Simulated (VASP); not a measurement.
Crystal: Al2O3 (Corundum).

```
Al O
1.0
     2.38025    1.37424    4.33187
    -2.38025    1.37424    4.33187
     0.00000   -2.74848    4.33187
Al O
4 6
Direct
  0.85216 0.85216 0.85216
  0.64784 0.64784 0.64784
  0.14784 0.14784 0.14784
  0.35216 0.35216 0.35216
  0.05668 0.75000 0.44332
  0.75000 0.44332 0.05668
  0.44332 0.05668 0.75000
  0.94332 0.25000 0.55668
  0.25000 0.55668 0.94332
  0.55668 0.94332 0.25000
```

- Program: VASP 6.6.1
- Task: relaxation of cell and atoms
- Functional: optPBE-vdW
- Potentials or basis: VASP PAW PBE potentials, release 64 (Al, O)
- Cutoff: 600 eV
- k mesh: 7 × 7 × 7
- Occupations: fermi-dirac, width 0.05 eV
- Spin: no spin polarisation

At the start: pressure 7.6 GPa; volume 8.50 Å³/atom.

Where does the relaxation end?

Over 5 steps the energy falls by 6.1 meV/atom and the volume is 8.76 Å³/atom (+3.1 %); space group R-3c (No. 167, to 0.05 Å).

Step by step:
| step | energy change (eV) | largest force (eV/Å) | pressure (GPa) | volume (Å³) |
| --- | --- | --- | --- | --- |
| 1 | 0.0000 | 0.0031 | 7.57 | 85.02 |
| 2 | -0.0152 | 0.0573 | -5.93 | 90.05 |
| 3 | -0.0608 | 0.0326 | -0.02 | 87.67 |
| 4 | -0.0608 | 0.0320 | 0.12 | 87.61 |
| 5 | -0.0611 | 0.0093 | 0.11 | 87.62 |

Final structure:
```xyz
10
Lattice="2.4047 1.3884 4.3744 -2.4047 1.3884 4.3744 0.0000 -2.7767 4.3744" Properties=species:S:1:pos:R:3 pbc="T T T"
Al    0.0000    0.0000   11.1844
Al    0.0000    0.0000    8.5003
Al    0.0000    0.0000    1.9388
Al    0.0000    0.0000    4.6228
O    -1.6680   -0.1123    5.4680
O     0.7367    1.5006    5.4680
O     0.9312   -1.3884    5.4680
O     1.6680    0.1123    7.6552
O    -0.7367   -1.5006    7.6552
O    -0.9312    1.3884    7.6552
```

Caveat: the PAW data sets were made with another functional, which shifts forces and pressure a little.
